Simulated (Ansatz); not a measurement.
# How much does In in Au(111), 2x2 scatter?, part 2 of 3

Wanted: the reflection from a plane of defects, In in Au(111), 2x2, and the resistivity it implies.

Ansatz 0.2.0; Ansatz plane-wave DFT, PBE, PAW files; ballistic transport by layer matching (Landauer), zero bias; PAW set soft_1 (the session's first sound run).

So far, resistivity per at.% scaled from this dense plane, with the factor 3/4 for isotropic scattering (µΩ cm): step 3 (resistance at ideal sites) 1.19.

## (4) Relaxing the neighbours

The neighbours of the defect are let go while the lead's layers stay on their sites, since a lead must repeat to 0.01 Å.

This step: Ansatz plane-wave DFT, PBE, PAW files; relaxation with the lead's layers held; PAW set soft_1 (Ansatz 0.2.0).

Input file input.yaml:

```yaml
crystal:
  lattice:
    - [5.7675164607, 0.0, 0.0]
    - [-2.8837582304, 4.9948157718, 0.0]
    - [-1.4418791152, 0.8324692953, 25.9003660885]
  atoms:
    - { symbol: Au, position: [0.0075757576, 0.9924242424, 0.0454545455] }
    - { symbol: Au, position: [0.0075757576, 0.4924242424, 0.0454545455] }
    - { symbol: Au, position: [0.5075757576, 0.9924242424, 0.0454545455] }
    - { symbol: Au, position: [0.5075757576, 0.4924242424, 0.0454545455] }
    - { symbol: Au, position: [0.1893939394, 0.3106060606, 0.1363636364] }
    - { symbol: Au, position: [0.1893939394, 0.8106060606, 0.1363636364] }
    - { symbol: Au, position: [0.6893939394, 0.3106060606, 0.1363636364] }
    - { symbol: Au, position: [0.6893939394, 0.8106060606, 0.1363636364] }
    - { symbol: Au, position: [0.3712121212, 0.1287878788, 0.2272727273] }
    - { symbol: Au, position: [0.3712121212, 0.6287878788, 0.2272727273] }
    - { symbol: Au, position: [0.8712121212, 0.1287878788, 0.2272727273] }
    - { symbol: Au, position: [0.8712121212, 0.6287878788, 0.2272727273] }
    - { symbol: Au, position: [0.053030303, 0.946969697, 0.3181818182] }
    - { symbol: Au, position: [0.053030303, 0.446969697, 0.3181818182] }
    - { symbol: Au, position: [0.553030303, 0.946969697, 0.3181818182] }
    - { symbol: Au, position: [0.553030303, 0.446969697, 0.3181818182] }
    - { symbol: Au, position: [0.2348484848, 0.2651515152, 0.4090909091] }
    - { symbol: Au, position: [0.2348484848, 0.7651515152, 0.4090909091] }
    - { symbol: Au, position: [0.7348484848, 0.2651515152, 0.4090909091] }
    - { symbol: Au, position: [0.7348484848, 0.7651515152, 0.4090909091] }
    - { symbol: In, position: [0.4166666667, 0.0833333333, 0.5] }
    - { symbol: Au, position: [0.4166666667, 0.5833333333, 0.5] }
    - { symbol: Au, position: [0.9166666667, 0.0833333333, 0.5] }
    - { symbol: Au, position: [0.9166666667, 0.5833333333, 0.5] }
    - { symbol: Au, position: [0.0984848485, 0.9015151515, 0.5909090909] }
    - { symbol: Au, position: [0.0984848485, 0.4015151515, 0.5909090909] }
    - { symbol: Au, position: [0.5984848485, 0.9015151515, 0.5909090909] }
    - { symbol: Au, position: [0.5984848485, 0.4015151515, 0.5909090909] }
    - { symbol: Au, position: [0.2803030303, 0.2196969697, 0.6818181818] }
    - { symbol: Au, position: [0.2803030303, 0.7196969697, 0.6818181818] }
    - { symbol: Au, position: [0.7803030303, 0.2196969697, 0.6818181818] }
    - { symbol: Au, position: [0.7803030303, 0.7196969697, 0.6818181818] }
    - { symbol: Au, position: [0.4621212121, 0.0378787879, 0.7727272727] }
    - { symbol: Au, position: [0.4621212121, 0.5378787879, 0.7727272727] }
    - { symbol: Au, position: [0.9621212121, 0.0378787879, 0.7727272727] }
    - { symbol: Au, position: [0.9621212121, 0.5378787879, 0.7727272727] }
    - { symbol: Au, position: [0.1439393939, 0.8560606061, 0.8636363636] }
    - { symbol: Au, position: [0.1439393939, 0.3560606061, 0.8636363636] }
    - { symbol: Au, position: [0.6439393939, 0.8560606061, 0.8636363636] }
    - { symbol: Au, position: [0.6439393939, 0.3560606061, 0.8636363636] }
    - { symbol: Au, position: [0.3257575758, 0.1742424242, 0.9545454545] }
    - { symbol: Au, position: [0.3257575758, 0.6742424242, 0.9545454545] }
    - { symbol: Au, position: [0.8257575758, 0.1742424242, 0.9545454545] }
    - { symbol: Au, position: [0.8257575758, 0.6742424242, 0.9545454545] }
kpoints:
  mp_grid: { grid: [5, 5, 1] }
hamiltonian:
  xc: pbe
  pseudopotentials: { kind: paw, azcp: { folder: soft_1 } }
scf:
  occupations: { method: fermi_dirac, width: 0.1 }
relax:
  f_tol: 0.03
  max_steps: 40
  constraints:
    - { sites: [0, 1, 2, 3, 4, 5, 6, 7, 8, 9, 10, 11, 32, 33, 34, 35, 36, 37, 38, 39, 40, 41, 42, 43] }
```

Command:

```bash
$ ansatz run input.yaml --threads 4 --pin off --max-ram 15360MiB --backend cpu --events-out ev --progress --plain --runs-dir out
```

Numbers of over 12 decimals in the logs are rounded to 6 here.

What it wrote:

```text
[...]
Crystal: 44 atoms, lattice volume = 746.130 Å³
Basis set: ecut = 420 eV, 14649 PW (Γ), exchange–correlation on 80×80×360 points (8 copies of the dense FFT grid, shifted against one another)
Bands: 498, of which v1, the nominal top of the filled ones, is band 415 counted from 1 (414 counted from 0)
Symmetry: 4 space group operations
[...]
k-points: 9 of 25
[...]
SCF iter   1: F=—  HF=-571113.533089 eV  |F-HF|=—  |Δ(HF+E_count)|=         —  Δρ=7.32e-2  dr2=5.61e1  ethr=3.10e-3  ⟨swp⟩=4.2  Hψ=13369  notcnv=0  defer=145
[...]
SCF iter  10: F=-571098.955813 eV  HF=-571098.955816 eV  |F-HF|=2.60e-6  |Δ(HF+E_count)|=   1.63e-7  Δρ=8.47e-6  dr2=2.95e-6  ethr=2.71e-9  ⟨swp⟩=3.0  Hψ=10419  notcnv=0
SCF 1 converged in 10 iterations: F = -571098.955813 eV  dr2 = 2.95e-6
[...]
relax step   1: F+E_penalty+E_count = -571098.95581299 eV  Δ(F+E_penalty+E_count) = +0.000e0 eV  max|allowed force component| = 1.106e-1 eV/Å  Δτ_max = 0.0000 Å  (10 SCF iters, dr2 threshold 2.25e-5 eV, accepted)
[...]
iter 1 solved again at ethr=1.86e-5 eV; its pass at ethr=3.10e-3 eV (dr2=1.54e-1 eV) is discarded
SCF iter   1: F=—  HF=-571098.954518 eV  |F-HF|=—  |Δ(HF+E_count)|=         —  Δρ=2.39e-3  dr2=2.05e-1  ethr=1.86e-5  ⟨swp⟩=2.0  Hψ=13744  notcnv=0  defer=533
eigensolver tolerance schedule calibrated: the retry pair's looser diagonalisation under-reported the residual by θ = 0.25 (0.11/decade); ethr = c·dr2/N_el runs at the constant in force after the calibration composes with the one it found (an armed cap, an earlier calibration), c = 8.0e-2
[...]
SCF iter   2: F=—  HF=-571098.947231 eV  |F-HF|=—  |Δ(HF+E_count)|=   7.29e-3  Δρ=1.40e-3  dr2=9.91e-2  ethr=1.86e-5  ⟨swp⟩=1.0  Hψ=3949  notcnv=0  defer=533
[...]
SCF iter   9: F=-571098.942733 eV  HF=-571098.942733 eV  |F-HF|=1.36e-8  |Δ(HF+E_count)|=   5.94e-9  Δρ=5.26e-7  dr2=1.49e-8  ethr=9.67e-12  ⟨swp⟩=3.0  Hψ=10432  notcnv=0
SCF 2 converged in 9 iterations: F = -571098.942733 eV  dr2 = 1.49e-8
[...]
relax step   2: F+E_penalty+E_count = -571098.94273317 eV  Δ(F+E_penalty+E_count) = +1.308e-2 eV  max|allowed force component| = 1.475e-1 eV/Å  Δτ_max = 0.0488 Å  (9 SCF iters, rejected (line search))
SCF iter   1: F=—  HF=-571098.969723 eV  |F-HF|=—  |Δ(HF+E_count)|=         —  Δρ=1.45e-3  dr2=9.16e-2  ethr=9.08e-5  ⟨swp⟩=5.0  Hψ=8299  notcnv=0  defer=525
[...]
SCF iter   8: F=-571098.965733 eV  HF=-571098.965733 eV  |F-HF|=7.03e-8  |Δ(HF+E_count)|=   4.54e-9  Δρ=1.53e-6  dr2=8.16e-8  ethr=1.20e-11  ⟨swp⟩=3.0  Hψ=13449  notcnv=0
SCF 3 converged in 8 iterations: F = -571098.965733 eV  dr2 = 8.16e-8
relax step   3: F+E_penalty+E_count = -571098.96573278 eV  Δ(F+E_penalty+E_count) = -9.920e-3 eV  max|allowed force component| = 5.038e-3 eV/Å  Δτ_max = 0.0213 Å  (8 SCF iters, accepted)
SCF converged after 8 iterations
Free energy (F): -571098.965733 eV
[...]
Internal energy: -571098.451267 eV  (E = F + TS)
E sigma→0 (E₀):  -571098.708500 eV
Entropy (-TS):   -0.514466 eV (-11.692 meV/atom)
Fermi energy:    20.676689 eV
[...]
--- Forces (eV/Å), atoms counted from 1 ---
  atom   1  Au     0.00463524     0.00496317     0.00485643
  atom   2  Au     0.00277107    -0.00159988    -0.01567155
  atom   3  Au    -0.00456069     0.00263312     0.00894299
  atom   4  Au    -0.00198061    -0.00649582     0.00485643
  atom   5  Au    -0.00282317     0.00162996     0.01057680
  atom   6  Au    -0.00177473    -0.00431358     0.00107408
  atom   7  Au     0.00284831     0.00369376     0.00107408
  atom   8  Au     0.00166709    -0.00096250    -0.01262034
  atom   9  Au     0.00393327    -0.00227088    -0.09599949
  atom  10  Au     0.02228191     0.01535710    -0.06706709
  atom  11  Au    -0.00215868    -0.02697525    -0.06706709
  atom  12  Au    -0.02440353     0.01408939    -0.06586099
  atom  13  Au     0.00169473     0.00054797     0.00447480
  atom  14  Au    -0.00000703     0.00000406    -0.00194252
  atom  15  Au     0.00008920    -0.00005150     0.00503848
  atom  16  Au     0.00037281    -0.00174167     0.00447480
  atom  17  Au    -0.00179999     0.00103923    -0.00135940
  atom  18  Au     0.00031745    -0.00068566    -0.00066667
  atom  19  Au     0.00075253     0.00006791    -0.00066667
  atom  20  Au     0.00120299    -0.00069455    -0.00364882
  atom  21  In     0.00000000     0.00000000     0.00000000
  atom  22  Au     0.00000000    -0.00000000     0.00000000
  atom  23  Au     0.00000000     0.00000000     0.00000000
  atom  24  Au     0.00000000    -0.00000000     0.00000000
  atom  25  Au    -0.00075253    -0.00006791     0.00066667
  atom  26  Au    -0.00120299     0.00069455     0.00364882
  atom  27  Au     0.00179999    -0.00103923     0.00135940
  atom  28  Au    -0.00031745     0.00068566     0.00066667
  atom  29  Au    -0.00008920     0.00005150    -0.00503848
  atom  30  Au    -0.00037281     0.00174167    -0.00447480
  atom  31  Au    -0.00169473    -0.00054797    -0.00447480
  atom  32  Au     0.00000703    -0.00000406     0.00194252
  atom  33  Au    -0.00393327     0.00227088     0.09599949
  atom  34  Au    -0.02228191    -0.01535710     0.06706709
  atom  35  Au     0.00215868     0.02697525     0.06706709
  atom  36  Au     0.02440353    -0.01408939     0.06586099
  atom  37  Au    -0.00284831    -0.00369376    -0.00107408
  atom  38  Au    -0.00166709     0.00096250     0.01262034
  atom  39  Au     0.00282317    -0.00162996    -0.01057680
  atom  40  Au     0.00177473     0.00431358    -0.00107408
  atom  41  Au     0.00456069    -0.00263312    -0.00894299
  atom  42  Au     0.00198061     0.00649582    -0.00485643
  atom  43  Au    -0.00463524    -0.00496317    -0.00485643
  atom  44  Au    -0.00277107     0.00159988     0.01567155
  max |Σ_I F_I| component: 3.12e-17 eV/Å
--- Relaxed structure (3 steps of the walk, 2 accepted, 0 SCFs on fresh bases) ---
  F+E_penalty+E_count = -571098.96573278 eV   max|allowed force component| = 5.038e-3 eV/Å
  atoms:
    - { symbol: Au, position: [0.00757576, 0.992424, 0.045455] }
    - { symbol: Au, position: [0.00757576, 0.492424, 0.045455] }
    - { symbol: Au, position: [0.507576, 0.992424, 0.045455] }
    - { symbol: Au, position: [0.507576, 0.492424, 0.045455] }
    - { symbol: Au, position: [0.189394, 0.310606, 0.1363636364] }
    - { symbol: Au, position: [0.189394, 0.810606, 0.136364] }
    - { symbol: Au, position: [0.689394, 0.310606, 0.136364] }
    - { symbol: Au, position: [0.689394, 0.810606, 0.136364] }
    - { symbol: Au, position: [0.371212, 0.128788, 0.227273] }
    - { symbol: Au, position: [0.371212, 0.628788, 0.227273] }
    - { symbol: Au, position: [0.871212, 0.128788, 0.227273] }
    - { symbol: Au, position: [0.871212, 0.628788, 0.227273] }
    - { symbol: Au, position: [0.053293, 0.947081, 0.317701] }
    - { symbol: Au, position: [0.052979, 0.447021, 0.317359] }
    - { symbol: Au, position: [0.553077, 0.946923, 0.317741] }
    - { symbol: Au, position: [0.552919, 0.446707, 0.317701] }
    - { symbol: Au, position: [0.234490, 0.265510, 0.408422] }
    - { symbol: Au, position: [0.234650, 0.764838, 0.408443] }
    - { symbol: Au, position: [0.735162, 0.265350, 0.408443] }
    - { symbol: Au, position: [0.734869, 0.765131, 0.408361] }
    - { symbol: In, position: [0.416667, 0.083333, 0.500000] }
    - { symbol: Au, position: [0.416667, 0.583333, 0.500000] }
    - { symbol: Au, position: [0.916667, 0.083333, 0.500000] }
    - { symbol: Au, position: [0.916667, 0.583333, 0.500000] }
    - { symbol: Au, position: [0.098172, 0.901317, 0.591557] }
    - { symbol: Au, position: [0.098465, 0.401535, 0.591639] }
    - { symbol: Au, position: [0.598843, 0.901157, 0.591578] }
    - { symbol: Au, position: [0.598683, 0.401828, 0.591557] }
    - { symbol: Au, position: [0.280257, 0.219743, 0.682259] }
    - { symbol: Au, position: [0.280414, 0.719960, 0.682299] }
    - { symbol: Au, position: [0.780040, 0.219586, 0.682299] }
    - { symbol: Au, position: [0.780354, 0.719646, 0.682641] }
    - { symbol: Au, position: [0.462121, 0.037879, 0.772727] }
    - { symbol: Au, position: [0.462121, 0.537879, 0.772727] }
    - { symbol: Au, position: [0.962121, 0.037879, 0.772727] }
    - { symbol: Au, position: [0.962121, 0.537879, 0.772727] }
    - { symbol: Au, position: [0.143939, 0.856061, 0.863636] }
    - { symbol: Au, position: [0.143939, 0.356061, 0.863636] }
    - { symbol: Au, position: [0.643939, 0.856061, 0.863636] }
    - { symbol: Au, position: [0.643939, 0.356061, 0.863636] }
    - { symbol: Au, position: [0.325758, 0.174242, 0.954545] }
    - { symbol: Au, position: [0.325758, 0.674242, 0.954545] }
    - { symbol: Au, position: [0.825758, 0.174242, 0.954545] }
    - { symbol: Au, position: [0.825758, 0.674242, 0.954545] }
```

The job ended after 6.1 min (4 threads of Arm Neoverse N1, shared host; peak memory 6.5 GiB).

The steps of the relaxation:

```
step  energy less that of the first step (eV)  largest force component (eV/Å)
   1                                   0.0000                          0.1106
   2                                   0.0131                          0.1475
   3                                  -0.0099                          0.0050
```

Relaxation step 2 was tried and not accepted.

The run keeps the 4 symmetry operations that it works with, so distortions that break them were not tested.

The atoms that moved most (Å):

```
atom      dx      dy      dz  length
Au32  -0.001   0.000   0.021   0.021
Au14   0.001   0.000  -0.021   0.021
Au26  -0.001   0.001   0.019   0.019
Au20   0.001  -0.001  -0.019   0.019
Au27   0.002  -0.001   0.017   0.018
Au17  -0.002   0.001  -0.017   0.018
Au28  -0.001   0.002   0.017   0.017
Au25  -0.002   0.000   0.017   0.017
```

This step gave:

```
free energy             : -571098.9657 eV
energy at zero smearing : -571098.7085 eV
```

The largest force component on a free atom ends at 0.0050 eV/Å, under the tolerance of 0.03, after 3 steps.

(Continued in part 3 of 3.)

[Logs are printed without paths, hosts, clocks, repeated set-up lines and the standing remarks that a program may print on its own settings, such as how far it seeks lower states.]

[Hosts, paths, dates, database ids (printed as entryN), source tags and the programs' standing remarks are cut or masked in the printed files.]
